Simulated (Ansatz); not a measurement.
# MgI2: what symmetry allows forces and stress to be

```xyz
3
Lattice="3.9645 -0.0027 0.0405 -1.9846 3.4374 0.0000 0.0669 0.0386 6.7579" Properties=species:S:1:pos:R:3 pbc="T T T"
Mg    0.1681   -0.2912    0.0000
I    -0.0249    2.4714    5.1609
I     1.9036    1.2931    1.6375
```

Method: DFT PBEsol, scalar-relativistic, plane waves, PAW (Ansatz 0.2.0).

Plane waves to 420 eV, a k mesh through Γ of 6×6×4 on the computed 3-atom cell and Gaussian smearing (0.02 eV); no spin polarisation.

This distorted cell has space group C2, with 2 operations.

Problem. Without a calculation: in which directions can each atom feel a force?

Solution. A force must be left unchanged by every operation that keeps its atom in place, so it lies in the space that those operations leave fixed. Atoms that the group maps onto each other feel forces of one size.
```csv
atom,site symmetry,operations at the site,equivalent to atom,allowed force (Cartesian)
Mg1,2,2,1,"along (-0.50, 0.87, 0.00)"
I2,1,1,2,any direction
I3,1,1,2,any direction
```

That leaves 4 independent force components of 9, tied by 1 condition that the forces sum to zero, so 3 remain. A relaxation in this cell that keeps the symmetry moves the atoms in these directions alone.

Problem. And the stress tensor?

Solution. It must be invariant under the point group, which leaves 4 independent components. Linear relations between components hold in this frame.

Problem. Do the computed values obey this?

Solution. Yes. Forces (eV/Å):
```
Mg1 -1.333  2.308  0.000
I2   1.408 -0.726 -1.623
I3  -0.075 -1.582  1.623
```

Stress (GPa, compression positive, xx yy zz yz xz xy): 7.16 7.92 9.54 -2.40 -4.16 -0.66. The program imposes the same operations on density, forces and stress, so this confirms the analysis and is no independent test of the calculation.

 The cell holds layers, and where no dispersion correction was added their binding is poorly described.